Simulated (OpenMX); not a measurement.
Si: equation of state with PBE

The system is Si.

```
CELL_PARAMETERS angstrom
0.00000 2.72185 2.72185
2.72185 0.00000 2.72185
2.72185 2.72185 0.00000
ATOMIC_POSITIONS crystal
Si 0.50000 0.50000 0.50000
Si 0.75000 0.75000 0.75000
```

| Quantity | Value |
| --- | --- |
| Program | OpenMX 3.8.5 |
| Task | equation of state |
| Functional | PBE |
| Potentials or basis | OpenMX 2013 PBE set, Si7.0-s3p3d2, fixed grid of 32 × 32 × 32 points |
| k mesh | 9 × 9 × 9 |
| Occupations | fermi-dirac, width 0.05 eV |
| Spin | no spin polarisation |

```json
{"Equilibrium volume": "20.53 Å³/atom", "Bulk modulus": "91 GPa", "Pressure derivative of the bulk modulus": "4.0"}
```

Energy against volume, from the lowest point:
| volume (Å³/atom) | energy (meV/atom) |
| --- | --- |
| 18.955 | 38.79 |
| 19.358 | 20.65 |
| 19.761 | 8.55 |
| 20.165 | 1.83 |
| 20.568 | 0.00 |
| 20.971 | 2.62 |
| 21.375 | 9.26 |

Caveat: volumes in these bases differ from converged ones by about 1 %, for some elements by several; the basis of atomic orbitals isn't converged, which shifts pressures, moduli and gaps.
